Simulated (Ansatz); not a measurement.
# TiCo (Pm-3m) in Ansatz: notebook

The runs below take TiCo through single point, equation of state, with PBE.

All numbers are computed with Ansatz 0.2.0; they aren't measurements. Logs are shortened: lines on timing, memory, paths and dates and some standing lists are left out, and cuts for length are marked.

**1. The crystal as given**

It takes space group Pm-3m (No. 221, cubic). Conventional cell: a = 2.986 Å, b = 2.986 Å, c = 2.986 Å, α = 90.00°, β = 90.00°, γ = 90.00°. Co (site symmetry m-3m) is surrounded by 8 Ti at 2.59 Å. Ti (site symmetry m-3m) is surrounded by 8 Co at 2.59 Å.

The cell comes from a database or a generator and needn't be the stable form of this composition.

**2. Single point, PBE, collinear spin, ferromagnetic start, 12.51 Å³/atom (volume scaled by 0.94)**

input.yaml reads:

```yaml
crystal:
  lattice:
    - [2.9251528449, 0.0, 0.0]
    - [0.0, 2.9251528449, 0.0]
    - [0.0, 0.0, 2.9251528449]
  atoms:
    - { symbol: Co, position: [0.5, 0.5, 0.5], spin: 2.0 }
    - { symbol: Ti, position: [0.0, 0.0, 0.0], spin: 1.0 }
hamiltonian:
  xc: pbe
  pseudopotentials: { kind: paw }
magnetization:
  spin_polarized: true
kpoints:
  mp_grid: { grid: [9, 9, 9] }
scf:
  occupations: { method: fermi_dirac, width: 0.05 }
output:
  forces: true
  stress: true
  eigenvalues: true
```

Potentials or basis: Ansatz PAW.

Run with:

```console
ansatz run input.yaml --threads 2 --pin off --max-ram 5632MiB --backend cpu --events-out ev --progress --plain --runs-dir out
```

Log:

```text
Warning: RAYON_NUM_THREADS=2 ignored (pool sized by the plan → 2); use --threads N
Engine: ansatz 0.2.0, aarch64-unknown-linux-gnu
Pseudopotentials: kind: paw
Pseudopotential: Co, paw, valence charge 17, recommended cutoff 420 eV (normal), Co.paw.azcp
Pseudopotential: Ti, paw, valence charge 12, recommended cutoff 420 eV (normal), Ti.paw.azcp
Functional definition: PBE
  parameter kappa = 0.804
  parameter beta = 0.06672455060314922
  exchange = pbe_x(kappa = kappa, mu = beta*pi^2/3)
  correlation = pbe_c(beta = beta)
Crystal: 2 atoms, lattice volume = 25.029 Å³
Basis set: ecut = 420 eV, 461 PW (Γ), exchange–correlation on 40×40×40 points (8 copies of the dense FFT grid, shifted against one another)
Bands: 20, of which v1, the nominal top of the filled ones, is band 15 counted from 1 (14 counted from 0)
Symmetry: 48 space group operations
Space group: Pm-3m (ITA 221), of the structure as read, at distance tolerance 2.9e-5 Å
Magnetic group: BNS 221.92 (UNI 1594), of the structure as read, at distance tolerance 2.9e-5 Å
k-points: 35 of 729
Non-local potential: Co, projectors of the file, l = 0: 3, l = 1: 2, l = 2: 3, l = 3: 1
Non-local potential: Ti, projectors of the file, l = 0: 3, l = 1: 2, l = 2: 3, l = 3: 1
PAW form: soft (Blöchl's): semilocal exchange-correlation on the pseudo side does not see the compensation charge
PAW one-centre angular grid: Co, 590 points (default); XC on 64 Gauss nodes
PAW one-centre angular grid: Ti, 590 points (default); XC on 64 Gauss nodes
Initial density: superposition of atomic densities (chi_scale 0.1, normalization cell)
Starting moments: Σ|m| = 3 μB on 2 of 2 sites
Initial wavefunctions: pseudopotential atomic-orbital guess
Functional: x = pbe(κ = 0.804, μ = 0.2195149727645171), c = pbe(β = 0.06672455060314922)
SCF iter   1: F=—  HF=-7626.717315 eV  |F-HF|=—  |Δ(HF+E_count)|=         —  Δρ=1.38e-1 (↑1.38e-1 ↓6.33e-2)  dr2=1.80e0  dr2_m=2.02e0  M=0.941 μB ∫|m|=1.071 μB  β_m=0.30  ethr=3.10e-3  ⟨swp⟩=3.8  Hψ=5259  notcnv=0
Mixer restart at iter 1: flushing history
preconditioner: auto → none  [metal: Δε(μ)=0.021 eV  Ē_g=5.602 eV  σ=0.050 eV  W_gap=0.10  n_scr=6 (ndim 8)  ℏωp=26.8 eV  f_vac=0.000  D(μ)=1.92/eV (n_scr^D=26)  sad-step TF]
SCF iter   2: F=—  HF=-7625.937649 eV  |F-HF|=—  |Δ(HF+E_count)|=   7.80e-1  Δρ=7.76e-2 (↑7.76e-2 ↓6.61e-2)  dr2=7.18e-1  dr2_m=1.04e0  M=0.926 μB ∫|m|=1.042 μB  β_m=0.54  ethr=3.10e-3  ⟨swp⟩=2.5  Hψ=2645  notcnv=0  defer=9
SCF iter   3: F=—  HF=-7626.912598 eV  |F-HF|=—  |Δ(HF+E_count)|=   9.75e-1  Δρ=8.79e-2 (↑8.79e-2 ↓5.33e-2)  dr2=3.40e0  dr2_m=1.44e-1  M=0.834 μB ∫|m|=1.043 μB  β_m=0.42  ethr=2.48e-3  ⟨swp⟩=3.7  Hψ=3288  notcnv=0  defer=9
SCF iter   4: F=—  HF=-7626.492097 eV  |F-HF|=—  |Δ(HF+E_count)|=   4.21e-1  Δρ=1.70e-2 (↑4.62e-3 ↓1.70e-2)  dr2=2.87e-2  dr2_m=2.42e-2  M=0.816 μB ∫|m|=0.980 μB  β_m=0.52  ethr=2.48e-3  ⟨swp⟩=2.3  Hψ=2898  notcnv=0
SCF iter   5: F=—  HF=-7626.576445 eV  |F-HF|=—  |Δ(HF+E_count)|=   8.43e-2  Δρ=1.11e-2 (↑1.02e-3 ↓1.11e-2)  dr2=2.25e-2  dr2_m=7.06e-3  M=0.759 μB ∫|m|=0.928 μB  β_m=0.76  ethr=9.89e-5  ⟨swp⟩=2.2  Hψ=2646  notcnv=0
SCF iter   6: F=—  HF=-7626.578536 eV  |F-HF|=—  |Δ(HF+E_count)|=   2.09e-3  Δρ=5.35e-3 (↑5.18e-3 ↓5.35e-3)  dr2=1.82e-2  dr2_m=1.70e-4  M=0.700 μB ∫|m|=0.854 μB  β_m=0.82  ethr=7.78e-5  ⟨swp⟩=2.5  Hψ=2847  notcnv=0
SCF iter   7: F=—  HF=-7626.581913 eV  |F-HF|=—  |Δ(HF+E_count)|=   3.38e-3  Δρ=2.84e-3 (↑2.84e-3 ↓1.80e-3)  dr2=3.62e-3  dr2_m=7.38e-5  M=0.708 μB ∫|m|=0.857 μB  β_m=0.91  ethr=6.29e-5  ⟨swp⟩=2.0  Hψ=2044  notcnv=0
SCF iter   8: F=—  HF=-7626.582195 eV  |F-HF|=—  |Δ(HF+E_count)|=   2.82e-4  Δρ=1.12e-3 (↑1.12e-3 ↓5.20e-4)  dr2=4.65e-4  dr2_m=2.20e-5  M=0.705 μB ∫|m|=0.850 μB  β_m=0.85  ethr=1.25e-5  ⟨swp⟩=2.0  Hψ=1777  notcnv=0
SCF iter   9: F=—  HF=-7626.582193 eV  |F-HF|=—  |Δ(HF+E_count)|=   1.85e-6  Δρ=2.21e-4 (↑2.21e-4 ↓1.93e-4)  dr2=4.27e-7  dr2_m=9.64e-6  M=0.702 μB ∫|m|=0.845 μB  β_m=0.93  ethr=1.60e-6  ⟨swp⟩=2.0  Hψ=1794  notcnv=0
SCF iter  10: F=—  HF=-7626.582196 eV  |F-HF|=—  |Δ(HF+E_count)|=   2.83e-6  Δρ=1.47e-4 (↑3.19e-5 ↓1.47e-4)  dr2=5.08e-6  dr2_m=8.26e-7  M=0.700 μB ∫|m|=0.842 μB  β_m=0.80  ethr=1.47e-9  ⟨swp⟩=2.7  Hψ=2586  notcnv=0
SCF iter  11: F=—  HF=-7626.582196 eV  |F-HF|=—  |Δ(HF+E_count)|=   1.86e-7  Δρ=4.28e-5 (↑6.81e-6 ↓4.28e-5)  dr2=3.92e-7  dr2_m=1.22e-7  M=0.700 μB ∫|m|=0.843 μB  β_m=0.73  ethr=1.47e-9  ⟨swp⟩=2.0  Hψ=2441  notcnv=0
SCF iter  12: F=—  HF=-7626.582196 eV  |F-HF|=—  |Δ(HF+E_count)|=   4.16e-8  Δρ=1.27e-5 (↑3.57e-6 ↓1.27e-5)  dr2=2.36e-8  dr2_m=1.45e-8  M=0.700 μB ∫|m|=0.843 μB  β_m=0.87  ethr=1.35e-9  ⟨swp⟩=1.6  Hψ=1646  notcnv=0
SCF iter  13: F=—  HF=-7626.582196 eV  |F-HF|=—  |Δ(HF+E_count)|=   6.04e-9  Δρ=5.39e-6 (↑3.97e-6 ↓5.39e-6)  dr2=5.11e-10  dr2_m=5.00e-9  M=0.701 μB ∫|m|=0.843 μB  β_m=0.87  ethr=8.13e-11  ⟨swp⟩=2.0  Hψ=1896  notcnv=0
SCF iter  14: F=-7626.582196 eV  HF=-7626.582196 eV  |F-HF|=2.15e-9  |Δ(HF+E_count)|=  2.60e-10  Δρ=2.71e-6 (↑7.48e-7 ↓2.71e-6)  dr2=2.47e-9  dr2_m=2.69e-10  M=0.701 μB ∫|m|=0.843 μB  ethr=1.76e-12  ⟨swp⟩=1.0  Hψ=3832  notcnv=0
SCF 1 converged in 14 iterations: F = -7626.582196 eV  dr2 = 2.47e-9
SCF converged after 14 iterations
Magnetization: 0.7005 μB (14.8503 up, 14.1497 down)
Absolute magnetization: 0.8507 μB (∫|ρ↑−ρ↓|, with the PAW one-centre terms)
Spin contamination: 0.0460 ħ² per cell (⟨S²⟩ above its minimum at these occupations)
Per-site moments (μB) at R_I (Å): [(0.7582209560392412, 1.0449683778747354), (-0.008219974133990041, 1.0449683778747354)]
Free energy (F): -7626.582196 eV
Harris-Foulkes:  -7626.582196 eV  (|F-HF|=2.15e-9)
Internal energy: -7626.565999 eV  (E = F + TS)
E sigma→0 (E₀):  -7626.574097 eV
Entropy (-TS):   -0.016197 eV (-8.098 meV/atom)
Fermi energy:    17.945695 eV
--- Per-component energies (eV) ---
  E_band       = -369.834343
  E_kinetic    = 733.336622
  E_local      = -3765.487511  (includes V_loc(G=0)·N_el)
  E_nonlocal   = 460.093789
  E_hartree    = 1597.180450
  E_xc         = -258.940228
  E_vxc        = -330.450631  (∫ρ·V_xc dr)
  E_paw        = -2563.530640  (= ΣΔE_a)
  E_vpaw       = -661.684941  (= ΣTr[D̂ρ^β])
  E_aug_tail   = 0.000213  (compensation charges beyond the density's cutoff)
  E_ewald      = -3829.218694
  E_smearing   = -0.016197  (= −TS)
  E_closure    = 0.000000  (closes the sum)
  Σ components = -7626.582196   (vs F -7626.582196, Δ=0.00e0)
--- Forces (eV/Å), atoms counted from 1 ---
  atom   1  Co     0.00000000    -0.00000000     0.00000000
  atom   2  Ti    -0.00000000     0.00000000     0.00000000
  max |Σ_I F_I| component: 2.45e-28 eV/Å
--- Stress (GPa, compression-positive) ---
       10.820309       0.000000       0.000000
        0.000000      10.820309       0.000000
        0.000000       0.000000      10.820309
  P = ⅓ Tr σ = 10.8203 GPa (108.203 kbar)
--- Band table (eV; the first three rows and the last of 70) ---
  k-point 0 ↑: bands = ["-77.7565", "-41.0258", "-41.0258", "-41.0258", "-39.1006", "-15.1929", "-15.1929", "-15.1929", "9.9419", "13.4712", "13.4712", "16.0072", "16.0072", "16.0072", "18.4952", "18.4952", "20.8149", "20.8149", "20.8149", "27.2335"]
  k-point 1 ↑: bands = ["-77.7563", "-41.0312", "-41.0255", "-41.0255", "-39.0936", "-15.2378", "-15.1898", "-15.1898", "10.1995", "13.5782", "13.5925", "15.9887", "15.9887", "16.0505", "18.3718", "18.5424", "20.4639", "20.4639", "20.7599", "26.1380"]
  k-point 2 ↑: bands = ["-77.7558", "-41.0446", "-41.0246", "-41.0246", "-39.0762", "-15.3503", "-15.1821", "-15.1821", "10.9346", "13.8801", "13.8894", "15.9481", "15.9481", "16.1649", "18.0255", "18.5836", "19.7266", "19.7266", "20.6158", "24.1626"]
  k-point 34 ↓: bands = ["-76.8544", "-40.1743", "-40.1741", "-40.1741", "-38.9842", "-15.4651", "-15.4651", "-15.4651", "15.1780", "15.3607", "15.3607", "15.6717", "15.6904", "15.6904", "17.8813", "17.8813", "21.1466", "21.1466", "25.2629", "25.9172"]
```

It took 2.6 s on 2 threads of Arm Neoverse V2, shared host; peak memory 0.33 GiB.

What came out:

* Free energy: -7626.5822 eV
* Pressure: 10.8 GPa
* Band gap on the k mesh: none (metal or under the smearing width)
* Net moment: 0.70 μB per cell
* Absolute moment: 0.85 μB per cell
* Site moments: Co +0.76; Ti -0.01 μB

**3. Single point, PBE, collinear spin, ferromagnetic start, 12.78 Å³/atom (volume scaled by 0.96)**

input.yaml, as its differences from that of step 2:

```diff
@@ -2,5 +2,5 @@
   lattice:
-    - [2.9251528449, 0.0, 0.0]
-    - [0.0, 2.9251528449, 0.0]
-    - [0.0, 0.0, 2.9251528449]
+    - [2.9457531915, 0.0, 0.0]
+    - [0.0, 2.9457531915, 0.0]
+    - [0.0, 0.0, 2.9457531915]
   atoms:
```

Potentials or basis: Ansatz PAW.

Run with:

```console
ansatz run input.yaml --threads 2 --pin off --max-ram 5632MiB --backend cpu --events-out ev --progress --plain --runs-dir out
```

It took 2.4 s on 2 threads of Arm Neoverse V2, shared host; peak memory 0.32 GiB.

It converged, with:

```
Free energy            : -7626.6110 eV
Pressure               : 6.6 GPa
Band gap on the k mesh : none (metal or under the smearing width)
Net moment             : 0.75 μB per cell
Absolute moment        : 0.92 μB per cell
Site moments           : Co +0.82; Ti -0.01 μB
```

**4. Single point, PBE, collinear spin, ferromagnetic start, 13.05 Å³/atom (volume scaled by 0.98)**

input.yaml, as its differences from that of step 3:

```diff
@@ -2,5 +2,5 @@
   lattice:
-    - [2.9457531915, 0.0, 0.0]
-    - [0.0, 2.9457531915, 0.0]
-    - [0.0, 0.0, 2.9457531915]
+    - [2.9660693728, 0.0, 0.0]
+    - [0.0, 2.9660693728, 0.0]
+    - [0.0, 0.0, 2.9660693728]
   atoms:
@@ -21 +21,5 @@
   eigenvalues: true
+  write_density: true
+  write_potential: true
+  elf: true
+  volumetric_format: npy
```

Run with:

```console
ansatz run input.yaml --threads 2 --pin off --max-ram 5632MiB --backend cpu --events-out ev --progress --plain --runs-dir out
```

Wall time 2.6 s (2 threads of Arm Neoverse V2, shared host); peak memory 0.33 GiB.

It converged, with:

```yaml
Free_energy: -7626.6267 eV
Pressure: 2.9 GPa
Band_gap_on_the_k_mesh: none (metal or under the smearing width)
Net_moment: 0.79 μB per cell
Absolute_moment: 0.99 μB per cell
Site_moments: Co +0.87; Ti -0.02 μB
```

**5. Single point, PBE, collinear spin, ferromagnetic start, 13.31 Å³/atom**

input.yaml, as its differences from that of step 4:

```diff
@@ -2,5 +2,5 @@
   lattice:
-    - [2.9660693728, 0.0, 0.0]
-    - [0.0, 2.9660693728, 0.0]
-    - [0.0, 0.0, 2.9660693728]
+    - [2.98611099, 0.0, 0.0]
+    - [0.0, 2.98611099, 0.0]
+    - [0.0, 0.0, 2.98611099]
   atoms:
@@ -21,5 +21 @@
   eigenvalues: true
-  write_density: true
-  write_potential: true
-  elf: true
-  volumetric_format: npy
```

Run with:

```console
ansatz run input.yaml --threads 2 --pin off --max-ram 5632MiB --backend cpu --events-out ev --progress --plain --runs-dir out
```

Run time: 2.4 s. Hardware: 2 threads of Arm Neoverse V2, shared host; peak memory 0.32 GiB.

It converged, with:

```
Free energy            : -7626.6304 eV
Pressure               : -0.5 GPa
Band gap on the k mesh : none (metal or under the smearing width)
Net moment             : 0.82 μB per cell
Absolute moment        : 1.05 μB per cell
Site moments           : Co +0.92; Ti -0.03 μB
```

**6. Single point, PBE, collinear spin, ferromagnetic start, 13.58 Å³/atom (volume scaled by 1.02)**

input.yaml, as its differences from that of step 5:

```diff
@@ -2,5 +2,5 @@
   lattice:
-    - [2.98611099, 0.0, 0.0]
-    - [0.0, 2.98611099, 0.0]
-    - [0.0, 0.0, 2.98611099]
+    - [3.0058871358, 0.0, 0.0]
+    - [0.0, 3.0058871358, 0.0]
+    - [0.0, 0.0, 3.0058871358]
   atoms:
```

Potentials or basis: Ansatz PAW.

Run with:

```console
ansatz run input.yaml --threads 2 --pin off --max-ram 5632MiB --backend cpu --events-out ev --progress --plain --runs-dir out
```

It took 2.5 s on 2 threads of Arm Neoverse V2, shared host; peak memory 0.33 GiB.

It converged, with:

| Quantity | Value |
| --- | --- |
| Free energy | -7626.6234 eV |
| Pressure | -3.6 GPa |
| Band gap on the k mesh | none (metal or under the smearing width) |
| Net moment | 0.84 μB per cell |
| Absolute moment | 1.10 μB per cell |
| Site moments | Co +0.96; Ti -0.04 μB |

**7. Single point, PBE, collinear spin, ferromagnetic start, 13.85 Å³/atom (volume scaled by 1.04)**

input.yaml, as its differences from that of step 6:

```diff
@@ -2,5 +2,5 @@
   lattice:
-    - [3.0058871358, 0.0, 0.0]
-    - [0.0, 3.0058871358, 0.0]
-    - [0.0, 0.0, 3.0058871358]
+    - [3.0254064304, 0.0, 0.0]
+    - [0.0, 3.0254064304, 0.0]
+    - [0.0, 0.0, 3.0254064304]
   atoms:
```

Run with:

```console
ansatz run input.yaml --threads 2 --pin off --max-ram 5632MiB --backend cpu --events-out ev --progress --plain --runs-dir out
```

It took 2.5 s on 2 threads of Arm Neoverse V2, shared host; peak memory 0.33 GiB.

It converged, with:

| Item | Value |
| --- | --- |
| Free energy | -7626.6067 eV |
| Pressure | -6.4 GPa |
| Band gap on the k mesh | none (metal or under the smearing width) |
| Net moment | 0.85 μB per cell |
| Absolute moment | 1.15 μB per cell |
| Site moments | Co +1.00; Ti -0.06 μB |

**8. Single point, PBE, collinear spin, ferromagnetic start, 14.11 Å³/atom (volume scaled by 1.06)**

input.yaml, as its differences from that of step 7:

```diff
@@ -2,5 +2,5 @@
   lattice:
-    - [3.0254064304, 0.0, 0.0]
-    - [0.0, 3.0254064304, 0.0]
-    - [0.0, 0.0, 3.0254064304]
+    - [3.0446770546, 0.0, 0.0]
+    - [0.0, 3.0446770546, 0.0]
+    - [0.0, 0.0, 3.0446770546]
   atoms:
```

Run with:

```console
ansatz run input.yaml --threads 2 --pin off --max-ram 5632MiB --backend cpu --events-out ev --progress --plain --runs-dir out
```

Run time: 2.5 s. Hardware: 2 threads of Arm Neoverse V2, shared host; peak memory 0.33 GiB.

The run converged. Its results:

| Property | Result |
| --- | --- |
| Free energy | -7626.5811 eV |
| Pressure | -8.9 GPa |
| Band gap on the k mesh | none (metal or under the smearing width) |
| Net moment | 0.87 μB per cell |
| Absolute moment | 1.21 μB per cell |
| Site moments | Co +1.04; Ti -0.07 μB |

**9. Equation of state, PBE, collinear spin, ferromagnetic start**

Potentials or basis: Ansatz PAW.

This step only gathers the single runs of the series.

What came out:

```yaml
Equilibrium_volume: 13.27 Å³/atom
Bulk_modulus: 164 GPa
Pressure_derivative_of_the_bulk_modulus: 4.0
```

Energy against volume, from the lowest point:
| volume (Å³/atom) | energy (meV/atom) |
| --- | --- |
| 12.515 | 24.12 |
| 12.781 | 9.70 |
| 13.047 | 1.87 |
| 13.313 | 0.00 |
| 13.580 | 3.51 |
| 13.846 | 11.88 |
| 14.112 | 24.67 |
